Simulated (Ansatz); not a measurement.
Born–Oppenheimer molecular dynamics of a periodic cell of 40 atoms, CF4 (contents 8 CF4, density as packed 1.61 g/cm³ with natural masses). It starts from a partly relaxed structure (largest force component 0.25 eV/Å).

Theory: Ansatz 0.2.0, DFT LDA, scalar-relativistic, plane waves, PAW. Settings: accuracy low, cutoff 420 eV, k mesh 1x1x1, fermi-dirac smearing 0.05 eV, no spin polarisation.

```yaml
ensemble: NVT, Langevin thermostat
time_step: 1.5 fs
steps_asked: 300
set_temperature: 300 K
friction: 0.02 /fs
seed: 999470
```

First frame:

```xyz
40
Lattice="8.9959 0.0000 0.0000 0.0000 8.9959 0.0000 0.0000 0.0000 8.9959" Properties=species:S:1:pos:R:3
C 3.174 1.204 4.752
F 4.024 1.789 5.574
F 3.046 -0.065 5.078
F 2.003 1.803 4.835
F 3.629 1.296 3.515
C 3.112 4.700 8.063
F 2.156 5.485 8.523
F 3.773 4.174 9.075
F 2.575 3.736 7.335
F 3.937 5.406 7.314
C 7.896 4.822 8.150
F 8.297 5.940 8.726
F 8.579 3.806 8.648
F 6.604 4.640 8.381
F 8.098 4.897 6.846
C -0.021 6.834 3.497
F 0.995 7.457 4.063
F 0.427 6.036 2.548
F -0.662 6.124 4.404
F -0.842 7.723 2.973
C 6.051 3.075 2.301
F 4.923 3.653 2.664
F 6.410 2.196 3.216
F 5.885 2.465 1.146
F 6.994 3.994 2.184
C 4.870 7.364 2.389
F 4.959 6.327 1.568
F 5.439 7.065 3.542
F 5.484 8.403 1.854
F 3.594 7.652 2.590
C 1.531 0.849 8.461
F 2.203 1.680 9.236
F 0.824 0.025 9.209
F 0.722 1.528 7.674
F 2.380 0.155 7.722
C 6.394 8.678 6.724
F 6.750 9.504 7.687
F 5.121 8.359 6.865
F 6.577 9.258 5.551
F 7.132 7.584 6.789
```

**Question.** What does the run give?

**Answer.** The run went to its last step.

```yaml
steps_done: 300
time_covered: 450 fs
mean_temperature_over_the_second_half: 316 K
spread_of_the_potential_energy_over_the_second_half: 2.5 meV per atom
mean_potential_energy_of_the_second_half_above_the_start: 28.0 meV per atom
```

A run of 0.45 ps of so small a system gives no equilibrium averages. Limits of this set-up: coarse k mesh, low accuracy level.

**Question.** What happens to the structure?

**Answer.** Mean squared displacements from the first frame to the last, about the centre of mass: C 0.20 Å², F 0.37 Å². This is one draw of velocities; another would differ in detail.

**Question.** How do temperature and energy run in time?

**Answer.** 
```json
{"time (fs)": "0.0", "T (K)": "292", "potential energy less start (eV)": "0.000"}
{"time (fs)": "22.5", "T (K)": "217", "potential energy less start (eV)": "0.751"}
{"time (fs)": "45.0", "T (K)": "287", "potential energy less start (eV)": "0.840"}
{"time (fs)": "67.5", "T (K)": "299", "potential energy less start (eV)": "0.987"}
{"time (fs)": "90.0", "T (K)": "274", "potential energy less start (eV)": "1.187"}
{"time (fs)": "112.5", "T (K)": "299", "potential energy less start (eV)": "1.119"}
{"time (fs)": "135.0", "T (K)": "291", "potential energy less start (eV)": "1.075"}
{"time (fs)": "157.5", "T (K)": "288", "potential energy less start (eV)": "1.282"}
{"time (fs)": "180.0", "T (K)": "332", "potential energy less start (eV)": "1.046"}
{"time (fs)": "202.5", "T (K)": "336", "potential energy less start (eV)": "0.795"}
{"time (fs)": "225.0", "T (K)": "305", "potential energy less start (eV)": "1.090"}
{"time (fs)": "247.5", "T (K)": "330", "potential energy less start (eV)": "1.129"}
{"time (fs)": "270.0", "T (K)": "302", "potential energy less start (eV)": "1.124"}
{"time (fs)": "292.5", "T (K)": "356", "potential energy less start (eV)": "1.228"}
{"time (fs)": "315.0", "T (K)": "321", "potential energy less start (eV)": "1.039"}
{"time (fs)": "337.5", "T (K)": "323", "potential energy less start (eV)": "1.040"}
{"time (fs)": "360.0", "T (K)": "329", "potential energy less start (eV)": "1.181"}
{"time (fs)": "382.5", "T (K)": "282", "potential energy less start (eV)": "1.158"}
{"time (fs)": "405.0", "T (K)": "348", "potential energy less start (eV)": "1.109"}
{"time (fs)": "427.5", "T (K)": "220", "potential energy less start (eV)": "1.174"}
{"time (fs)": "450.0", "T (K)": "253", "potential energy less start (eV)": "1.080"}
```

Time of the run: 5.8 min on 2 threads of AMD EPYC 9R45 (Zen 5), on a shared host, peak memory 0.71 GiB.
